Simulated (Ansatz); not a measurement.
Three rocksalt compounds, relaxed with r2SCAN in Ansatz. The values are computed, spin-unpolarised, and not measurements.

| compound | a (Å) |
| --- | --- |
| LiBr | 5.479 |
| LiCl | 5.112 |
| KF | 5.318 |

Q: What is the misfit strain of a coherent LiBr film on KF?

A: ε∥ = (a_sub − a_film)/a_film = (5.318 − 5.479)/5.479 = -2.94 %: the film is in compression in the plane. At this size it stays coherent only while very thin.

Q: By Vegard's law, which share x of LiCl in (LiBr)₁₋ₓ(LiCl)ₓ matches the substrate?

A: (1 − x) × 5.479 + x × 5.112 = 5.318 gives x = (5.318 − 5.479)/(5.112 − 5.479) = 0.439.
